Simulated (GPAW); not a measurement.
Crystal: H.

```xyz
2
Lattice="-1.6915 1.6915 2.0585 1.6915 -1.6915 2.0585 1.6915 1.6915 -2.0585" Properties=species:S:1:pos:R:3 pbc="T T T"
H     0.0000    0.0000    0.3711
H     0.0000    0.0000    3.7459
```

```yaml
Program: GPAW 26.7.0
Task: single point
Functional: PBE
Potentials_or_basis: GPAW PAW data sets (gpaw-data 1.2.1)
Cutoff: 600 eV
Basis: pw
k_mesh: 11 × 11 × 11
Occupations: fermi-dirac, width 0.05 eV
Spin: no spin polarisation
```

On this cell: pressure 0.7 GPa; largest force 0.325 eV/Å; band gap on the k mesh 9.05 eV, indirect (least direct gap 9.84 eV).

The same run follows on a disturbed copy (atoms moved at random, drawn with an rms of 0.05 Å):

```xyz
2
Lattice="-1.6915 1.6915 2.0585 1.6915 -1.6915 2.0585 1.6915 1.6915 -2.0585" Properties=species:S:1:pos:R:3 pbc="T T T"
H     0.0147   -0.0166    0.3577
H     0.0944    0.0250    3.7356
```

Task: What does the disturbed cell give?

Result: The energy moves by -0.2 meV/atom; pressure 0.6 GPa; largest force 0.240 eV/Å; band gap on the k mesh 8.82 eV, indirect (least direct gap 9.57 eV).

Forces on the atoms (eV/Å):
```
H   -0.021 -0.011  0.238
H    0.021  0.011 -0.238
```

Stress tensor (GPa, compression positive):
```
 0.20  0.01 -0.11
 0.01  0.20 -0.06
-0.11 -0.06  1.44
```

Caveats: an odd mesh through Γ misses points on the zone boundary, where band edges often lie.
